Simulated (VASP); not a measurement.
# Al2Pt (Fm-3m) in VASP: equation of state

How stiff is Al2Pt in PBEsol, and what volume does it want? The cell is scaled to several volumes.

All numbers are computed with VASP 6.6.1; they aren't measurements. Logs are shortened: lines on timing, memory, paths and dates and some standing lists are left out, and cuts for length are marked.

## 1. The crystal as given

Symmetry: Fm-3m, No. 225, cubic system. The conventional cell has a = 5.910 Å, b = 5.910 Å, c = 5.910 Å, α = 90.00°, β = 90.00°, γ = 90.00°. Pt (site symmetry m-3m) is surrounded by 8 Al at 2.56 Å. Al (site symmetry -43m) has 4 Pt at 2.56 Å as nearest neighbours.

## 2. Equation of state, PBEsol, 16.17 Å³/atom (volume scaled by 0.94)

INCAR

```
PREC = Accurate
ENCUT = 520
EDIFF = 1E-7
ISMEAR = -1
SIGMA = 0.05
LREAL = F
LASPH = T
NELM = 60
ALGO = Normal
ISIF = 2
LWAVE = F
LCHARG = F
GGA = PS
NBANDS = 15
```

KPOINTS

```
regular mesh
0
Gamma
  8 8 8
```

POSCAR

```
Al2Pt
1.0
    0.0000000000      2.8946769513      2.8946769513
    2.8946769513      0.0000000000      2.8946769513
    2.8946769513      2.8946769513      0.0000000000
Pt Al
1 2
Direct
    0.0000000000      0.0000000000      0.0000000000
    0.7500000000      0.7500000000      0.7500000000
    0.2500000000      0.2500000000      0.2500000000
```

Potentials or basis: VASP PAW PBE potentials, release 64 (Pt, Al).

Run with:

```
> cat potpaw_PBE.64/Pt/POTCAR potpaw_PBE.64/Al/POTCAR > POTCAR
> mpirun -np 1 vasp_std > vasp.out
```

OUTCAR:

```text
PREC = Accurate
   ENCUT = 520
   EDIFF = 1E-7
   ISMEAR = -1
   LREAL = F
   LASPH = T
   NELM = 60
   ISIF = 2
   GGA = PS

 Found     29 irreducible k-points:

 Following reciprocal coordinates:
            Coordinates               Weight
  0.000000  0.000000  0.000000      1.000000
  0.125000  0.000000  0.000000      8.000000
  0.250000  0.000000  0.000000      8.000000
  0.375000  0.000000  0.000000      8.000000
  0.500000  0.000000  0.000000      4.000000
  0.125000  0.125000  0.000000      6.000000
   k-points           NKPTS =     29   k-points in BZ     NKDIM =     29   number of bands    NBANDS=     15
   number of dos      NEDOS =    301   number of ions     NIONS =      3
   total plane-waves  NPLWV =  27000
   dimension x,y,z NGX =    30 NGY =   30 NGZ =   30
   dimension x,y,z NGXF=    60 NGYF=   60 NGZF=   60
   ions per type =               1   2
   NGX,Y,Z   is equivalent  to a cutoff of  12.18, 12.18, 12.18 a.u.
   NGXF,Y,Z  is equivalent  to a cutoff of  24.37, 24.37, 24.37 a.u.
 SYSTEM =  unknown system
   PREC   = accura    normal or accurate (medium, high low for compatibility)
   ISTART =      0    job   : 0-new  1-cont  2-samecut
   ICHARG =      2    charge: 1-file 2-atom 10-const
   ISPIN  =      1    spin polarized calculation?
   LNONCOLLINEAR =      F non collinear calculations
   LSORBIT =      F    spin-orbit coupling
   LASPH  =      T    aspherical Exc in radial PAW
   ENCUT  =  520.0 eV  38.22 Ry    6.18 a.u.   7.61  7.61  7.61*2*pi/ulx,y,z
   NELM   =     60;   NELMIN=  2; NELMDL= -5     # of ELM steps
   EDIFF  = 0.1E-06   stopping-criterion for ELM
   LREAL  =      F    real-space projection
[... 7 lines left out ...]
   TEBEG  =    0.0;   TEEND  =   0.0 temperature during run
   PSTRESS=    0.0 pullay stress
   NELECT =      16.0000    total number of electrons
   NUPDOWN=      -1.0000    fix difference up-down
   EMIN   =  10.00;   EMAX   =-10.00  energy-range for DOS
   EFERMI =   0.00;   METHOD = LEGACY
   ISMEAR =    -1;   SIGMA  =   0.05  broadening in eV -4-tet -1-fermi 0-gaus
   EFERMI_NEDOS =   21; number of points for ismear=-14 and -15
   IALGO  =     38    algorithm
   IMIX   =      4    mixing-type and parameters
     AMIX     =   0.40;   BMIX     =  1.00
     AMIX_MAG =   1.60;   BMIX_MAG =  1.00
  volume/ion in A,a.u.               =      16.17       109.12
  Fermi-wavevector in a.u.,A,eV,Ry     =   1.131110  2.137487 17.407418  1.279409
  Thomas-Fermi vector in A             =   2.267808
   LORBIT       =      0    0 simple, 1 ext, 2 COOP (PROOUT), +10 PAW based schemes
   GGA     = PS    functional components
   LHFCALC =     F    Hartree Fock is set to
   AEXX    =    0.0000 exact exchange contribution
   IVDW    =     0    specifies the selected vdW correction
   LEPSILON=     F    determine dielectric tensor
   LRPA    =     F    only Hartree local field effects (RPA)
 non-spin polarized calculation
  energy-cutoff  :      520.00
  volume of cell :       48.51
 maximum number of plane-waves:      1323
   NGX = 15   NGY = 15   NGZ = 15

 number of electron      15.9999999 magnetization

 Free energy of the ion-electron system (eV)
  ---------------------------------------------------
  ext. energy  EPLUGINS =         0.00000000
  ---------------------------------------------------
  free energy    TOTEN  =       -17.68592779 eV

  energy without entropy =      -17.67421178  energy(sigma->0) =      -17.68006979

 E-fermi :   8.5174     XC(G=0): -11.0859

 val. band max:        8.4630275162   @ k =   0.3750   0.2500   0.0000
 cond. band min:       8.5495115451   @ k =  -0.3750   0.1250   0.0000
 fundamental gap:      0.0864840289
 Fermi energy:         8.5173507650

 k-point     1 :       0.0000    0.0000    0.0000
  band No.  band energies     occupation
      1      -2.1433      2.00000
      2       3.1484      2.00000
      3       3.1484      2.00000
      4       3.1484      2.00000
      5       4.5760      2.00000
      6       4.5760      2.00000
      7      12.0067      0.00000
      8      12.3788      0.00000
      9      12.3788      0.00000
     10      12.3788      0.00000
     11      14.3284      0.00000
     12      14.3284      0.00000
     13      14.3284      0.00000
     14      15.1000      0.00000
     15      15.1000      0.00000

 k-point     2 :       0.1250    0.0000    0.0000
  band No.  band energies     occupation
      1      -1.9179      2.00000
      2       3.0281      2.00000
      3       3.2230      2.00000
      4       3.2230      2.00000
      5       4.5513      2.00000
      6       4.5513      2.00000
      7      10.2521      0.00000
      8      11.8859      0.00000
      9      11.8859      0.00000
     10      12.2841      0.00000
     11      14.6257      0.00000
     12      14.7019      0.00000
     13      14.7019      0.00000
     14      14.9122      0.00000
     15      14.9122      0.00000

 k-point     3 :       0.2500    0.0000    0.0000
  band No.  band energies     occupation
      1      -1.2698      2.00000
      2       2.7448      2.00000
      3       3.3773      2.00000
      4       3.3773      2.00000
      5       4.5586      2.00000
      6       4.5586      2.00000
      7       7.6130      2.00000
      8      10.8922      0.00000
      9      10.8922      0.00000
     10      12.6325      0.00000
     11      14.2561      0.00000
     12      14.2561      0.00000
     13      14.2691      0.00000
     14      16.1235      0.00000
     15      16.1235      0.00000

 k-point     4 :       0.3750    0.0000    0.0000
  band No.  band energies     occupation
      1      -0.3359      2.00000
      2       2.4156      2.00000
      3       3.4655      2.00000
      4       3.4655      2.00000
      5       4.7094      2.00000
      6       4.7094      2.00000
      7       5.5100      2.00000
      8       9.9575      0.00000
      9       9.9575      0.00000
     10      12.5195      0.00000
     11      14.0295      0.00000
     12      14.0295      0.00000
     13      14.4042      0.00000
     14      17.5771      0.00000
     15      17.5771      0.00000

 k-point     5 :       0.5000    0.0000    0.0000
  band No.  band energies     occupation
      1       0.2805      2.00000
      2       2.1750      2.00000
      3       3.4781      2.00000
      4       3.4781      2.00000
      5       4.6166      2.00000
      6       4.8288      2.00000
      7       4.8288      2.00000
      8       9.5625      0.00000
      9       9.5625      0.00000
     10      12.3962      0.00000
     11      13.9673      0.00000
     12      13.9673      0.00000
     13      14.5158      0.00000
     14      18.4295      0.00000
     15      18.4295      0.00000

 k-point     6 :       0.1250    0.1250    0.0000
  band No.  band energies     occupation
      1      -1.8414      2.00000
      2       2.9749      2.00000
      3       3.2643      2.00000
      4       3.2643      2.00000
      5       4.4164      2.00000
      6       4.6518      2.00000
      7      10.9235      0.00000
      8      10.9235      0.00000
      9      11.1635      0.00000
     10      12.0231      0.00000
     11      13.5869      0.00000
     12      14.9214      0.00000
     13      15.2916      0.00000
     14      15.2916      0.00000
     15      16.1581      0.00000

 [... further k-points ...]
[... 5 lines left out ...]
  --------------------------------------------------------------------------------------
  -------------------------------------------------------------------------------------
  Total        2.6027764      2.6027764      2.6027764      0.0000000      0.0000000      0.0000000
  in kB       85.9641034     85.9641034     85.9641034      0.0000000      0.0000000      0.0000000
  external PRESSURE =      85.9641034 kB  Pullay stress =       0.0000000 kB

 VOLUME and BASIS-vectors are now :
 -----------------------------------------------------------------------------
  energy-cutoff  :      520.00
  volume of cell :       48.51
      direct lattice vectors                 reciprocal lattice vectors
     0.000000000  2.894676951  2.894676951    -0.172730846  0.172730846  0.172730846
     2.894676951  0.000000000  2.894676951     0.172730846 -0.172730846  0.172730846
     2.894676951  2.894676951  0.000000000     0.172730846  0.172730846 -0.172730846

 POSITION                                       TOTAL-FORCE (eV/Angst)
 -----------------------------------------------------------------------------------
      0.00000      0.00000      0.00000         0.000000     -0.000000      0.000000
      4.34202      4.34202      4.34202         0.000000      0.000000      0.000000
      1.44734      1.44734      1.44734        -0.000000     -0.000000     -0.000000
 -----------------------------------------------------------------------------------
    total drift:                                0.000000     -0.000000     -0.000000

  FREE ENERGIE OF THE ION-ELECTRON SYSTEM (eV)
  ---------------------------------------------------
  free  energy   TOTEN  =       -17.6859277931 eV

  energy  without entropy=      -17.6742117827  energy(sigma->0) =      -17.68006979
```

OSZICAR:

```text
N       E                     dE             d eps       ncg     rms          rms(c)
DAV:   1     0.489490995239E+02    0.48949E+02   -0.66199E+03   878   0.913E+02
DAV:   2    -0.167897449156E+02   -0.65739E+02   -0.57646E+02  1059   0.170E+02
DAV:   3    -0.183609739891E+02   -0.15712E+01   -0.15614E+01  1151   0.252E+01
DAV:   4    -0.183732816617E+02   -0.12308E-01   -0.12306E-01  1024   0.263E+00
DAV:   5    -0.183734913734E+02   -0.20971E-03   -0.20971E-03  1109   0.356E-01    0.988E+00
DAV:   6    -0.178175372690E+02    0.55595E+00   -0.20654E+00  1031   0.130E+01    0.248E+00
DAV:   7    -0.177246153746E+02    0.92922E-01   -0.13943E-01   982   0.355E+00    0.181E+00
DAV:   8    -0.176861169504E+02    0.38498E-01   -0.27994E-02  1060   0.134E+00    0.270E-01
DAV:   9    -0.176858914388E+02    0.22551E-03   -0.14186E-03  1087   0.311E-01    0.171E-01
DAV:  10    -0.176859317605E+02   -0.40322E-04   -0.17599E-04  1080   0.103E-01    0.190E-02
DAV:  11    -0.176859278169E+02    0.39436E-05   -0.12231E-05  1010   0.333E-02    0.776E-03
DAV:  12    -0.176859278572E+02   -0.40322E-07   -0.10501E-06  1031   0.664E-03    0.196E-03
DAV:  13    -0.176859277931E+02    0.64096E-07   -0.28944E-07   968   0.490E-03
   1 F= -.17685928E+02 E0= -.17680070E+02  d E =-.117160E-01
```

stdout:

```text
POSCAR found type information on POSCAR PtAl
 POSCAR found :  2 types and       3 ions
 scaLAPACK will be used
 -----------------------------------------------------------------------------
|                                                                             |
|                                                                             |
|     You enforced a specific xc type in the INCAR file but a different       |
|     I HOPE YOU KNOW WHAT YOU ARE DOING!                                     |
|                                                                             |
 -----------------------------------------------------------------------------

 LDA part: xc-table for (Slater+PW92), standard interpolation
 POSCAR, INCAR and KPOINTS ok, starting setup
 FFT: planning ... GRIDC
 FFT: planning ... GRID_SOFT
 FFT: planning ... GRID
 WAVECAR not read
 entering main loop
```

It took 26 s on 1 thread of AMD EPYC 7R43 (Zen 3), shared host; peak memory 0.14 GiB.

Results:

```yaml
Free_energy: -17.6859 eV
Pressure: 8.6 GPa
Band_gap_on_the_k_mesh: none (metal or under the smearing width)
```

Caveat: the PAW data sets were made with another functional, which shifts forces and pressure a little.

## 3. Equation of state, PBEsol, 16.51 Å³/atom (volume scaled by 0.96)

INCAR is that of step 2.

KPOINTS is that of step 2.

POSCAR

```
Al2Pt
1.0
    0.0000000000      2.9150626719      2.9150626719
    2.9150626719      0.0000000000      2.9150626719
    2.9150626719      2.9150626719      0.0000000000
Pt Al
1 2
Direct
    0.0000000000      0.0000000000      0.0000000000
    0.7500000000      0.7500000000      0.7500000000
    0.2500000000      0.2500000000      0.2500000000
```

Potentials or basis: VASP PAW PBE potentials, release 64 (Pt, Al).

Run with:

```
> cat potpaw_PBE.64/Pt/POTCAR potpaw_PBE.64/Al/POTCAR > POTCAR
> mpirun -np 1 vasp_std > vasp.out
```

Wall time 28 s (1 thread of AMD EPYC 7R43 (Zen 3), shared host); peak memory 0.15 GiB.

The run converged. Its results:

```yaml
Free_energy: -17.7299 eV
Pressure: 5.0 GPa
Band_gap_on_the_k_mesh: none (metal or under the smearing width)
```

Caveat: the PAW data sets were made with another functional, which shifts forces and pressure a little.

## 4. Equation of state, PBEsol, 16.86 Å³/atom (volume scaled by 0.98)

INCAR is that of step 3.

KPOINTS is that of step 3.

POSCAR

```
Al2Pt
1.0
    0.0000000000      2.9351671877      2.9351671877
    2.9351671877      0.0000000000      2.9351671877
    2.9351671877      2.9351671877      0.0000000000
Pt Al
1 2
Direct
    0.0000000000      0.0000000000      0.0000000000
    0.7500000000      0.7500000000      0.7500000000
    0.2500000000      0.2500000000      0.2500000000
```

Run with:

```
> cat potpaw_PBE.64/Pt/POTCAR potpaw_PBE.64/Al/POTCAR > POTCAR
> mpirun -np 1 vasp_std > vasp.out
```

Run time: 30 s. Hardware: 1 thread of AMD EPYC 7R43 (Zen 3), shared host; peak memory 0.15 GiB.

It converged, with:

| Quantity | Value |
| --- | --- |
| Free energy | -17.7523 eV |
| Pressure | 1.9 GPa |
| Band gap on the k mesh | none (metal or under the smearing width) |

Caveat: the PAW data sets were made with another functional, which shifts forces and pressure a little.

## 5. Equation of state, PBEsol, 17.55 Å³/atom (volume scaled by 1.02)

INCAR is that of step 4.

KPOINTS is that of step 4.

POSCAR

```
Al2Pt
1.0
    0.0000000000      2.9745701068      2.9745701068
    2.9745701068      0.0000000000      2.9745701068
    2.9745701068      2.9745701068      0.0000000000
Pt Al
1 2
Direct
    0.0000000000      0.0000000000      0.0000000000
    0.7500000000      0.7500000000      0.7500000000
    0.2500000000      0.2500000000      0.2500000000
```

Run with:

```
> cat potpaw_PBE.64/Pt/POTCAR potpaw_PBE.64/Al/POTCAR > POTCAR
> mpirun -np 1 vasp_std > vasp.out
```

Wall time 32 s (1 thread of AMD EPYC 7R43 (Zen 3), shared host); peak memory 0.15 GiB.

It converged, with:

```
Free energy            : -17.7407 eV
Pressure               : -3.5 GPa
Band gap on the k mesh : none (metal or under the smearing width)
```

Caveat: the PAW data sets were made with another functional, which shifts forces and pressure a little.

## 6. Equation of state, PBEsol, 17.89 Å³/atom (volume scaled by 1.04)

INCAR is that of step 5.

KPOINTS is that of step 5.

POSCAR

```
Al2Pt
1.0
    0.0000000000      2.9938860383      2.9938860383
    2.9938860383      0.0000000000      2.9938860383
    2.9938860383      2.9938860383      0.0000000000
Pt Al
1 2
Direct
    0.0000000000      0.0000000000      0.0000000000
    0.7500000000      0.7500000000      0.7500000000
    0.2500000000      0.2500000000      0.2500000000
```

Potentials or basis: VASP PAW PBE potentials, release 64 (Pt, Al).

Run with:

```
> cat potpaw_PBE.64/Pt/POTCAR potpaw_PBE.64/Al/POTCAR > POTCAR
> mpirun -np 1 vasp_std > vasp.out
```

Run time: 30 s. Hardware: 1 thread of AMD EPYC 7R43 (Zen 3), shared host; peak memory 0.14 GiB.

The run converged. Its results:

```yaml
Free_energy: -17.7106 eV
Pressure: -5.8 GPa
Band_gap_on_the_k_mesh: none (metal or under the smearing width)
```

Caveat: the PAW data sets were made with another functional, which shifts forces and pressure a little.

## 7. Equation of state, PBEsol, 18.23 Å³/atom (volume scaled by 1.06)

INCAR is that of step 6.

KPOINTS is that of step 6.

POSCAR

```
Al2Pt
1.0
    0.0000000000      3.0129558903      3.0129558903
    3.0129558903      0.0000000000      3.0129558903
    3.0129558903      3.0129558903      0.0000000000
Pt Al
1 2
Direct
    0.0000000000      0.0000000000      0.0000000000
    0.7500000000      0.7500000000      0.7500000000
    0.2500000000      0.2500000000      0.2500000000
```

Run with:

```
> cat potpaw_PBE.64/Pt/POTCAR potpaw_PBE.64/Al/POTCAR > POTCAR
> mpirun -np 1 vasp_std > vasp.out
```

It took 30 s on 1 thread of AMD EPYC 7R43 (Zen 3), shared host; peak memory 0.14 GiB.

It converged, with:

| Property | Result |
| --- | --- |
| Free energy | -17.6666 eV |
| Pressure | -7.9 GPa |
| Band gap on the k mesh | none (metal or under the smearing width) |

Caveat: the PAW data sets were made with another functional, which shifts forces and pressure a little.

## 8. Equation of state, PBEsol

Potentials or basis: VASP PAW PBE potentials, release 64 (Pt, Al).

This step only gathers the single runs of the series.

Results:

| Quantity | Value |
| --- | --- |
| Equilibrium volume | 17.08 Å³/atom |
| Bulk modulus | 139 GPa |
| Pressure derivative of the bulk modulus | 4.5 |

Energy against volume, from the lowest point:
| volume (Å³/atom) | energy (meV/atom) |
| --- | --- |
| 16.170 | 23.09 |
| 16.514 | 8.42 |
| 16.858 | 0.97 |
| 17.202 | 0.00 |
| 17.546 | 4.83 |
| 17.890 | 14.86 |
| 18.234 | 29.54 |

Caveat: the PAW data sets were made with another functional, which shifts forces and pressure a little. The run has no spin-orbit coupling, so splittings on Pt are missing.
